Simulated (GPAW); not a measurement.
A run of GPAW 26.7.0 is set up as follows.

run.py

```python
from ase.filters import FrechetCellFilter
from ase.io import read, write
from ase.optimize import FIRE
from gpaw import GPAW, PW, setup_paths

setup_paths.insert(0, '.')

atoms = read('SiC.xyz')

calc = GPAW(mode=PW(800),
            xc='PBEsol',
            kpts={'size': (10, 10, 10), 'gamma': True},
            occupations={'name': 'fermi-dirac', 'width': 0.05},
            nbands=11,
            convergence={'density': 1e-05, 'forces': 0.0001},
            maxiter=150,
            txt='gpaw.txt')
atoms.calc = calc
opt = FIRE(FrechetCellFilter(atoms), trajectory='relax.traj', logfile='-')
done = opt.run(fmax=0.05, steps=40)
calc.write('gs.gpw')
write('result.traj', atoms)
print('Converged:', done)
print('Cell:', atoms.cell.cellpar().round(4))
print('Volume:', round(atoms.get_volume(), 4))
print(atoms.get_scaled_positions().round(5))
```

File SiC.xyz:

```xyz
2
Lattice="0.0000000000 2.1790000000 2.1790000000 2.1790000000 0.0000000000 2.1790000000 2.1790000000 2.1790000000 0.0000000000" Properties=species:S:1:pos:R:3 pbc="T T T"
Si     0.0000000000      0.0000000000      0.0000000000
C      3.2685000000      3.2685000000      3.2685000000
```

Potentials or basis: PAW data sets generated in the run's folder for this functional, pw.

The run is started by

```sh
$ gpaw-setup -f PBEsol C Si
$ OMP_NUM_THREADS=1 python run.py
```

Q: Estimate the band gap on the k mesh.

A: 1.24 eV, indirect (least direct gap 4.45 eV).

Q: Predict the relaxed cell.

A: a = 3.084 Å, b = 3.084 Å, c = 3.084 Å, α = 60.00°, β = 60.00°, γ = 60.00°.

Q: Estimate the space group after relaxing (to 0.05 Å).

A: F-43m (No. 216).

Q: Estimate the relaxed volume.

A: 10.37 Å³/atom.

The path:
```tsv
step	energy change (eV)	largest force (eV/Å)	pressure (GPa)	volume (Å³)
1	0.0000	0.0000	0.99	20.69
2	-0.0002	0.0000	0.78	20.71
3	-0.0003	0.0000	0.39	20.75
```

Caveat: later steps reuse the first step's grids. A k mesh can miss the band edges.
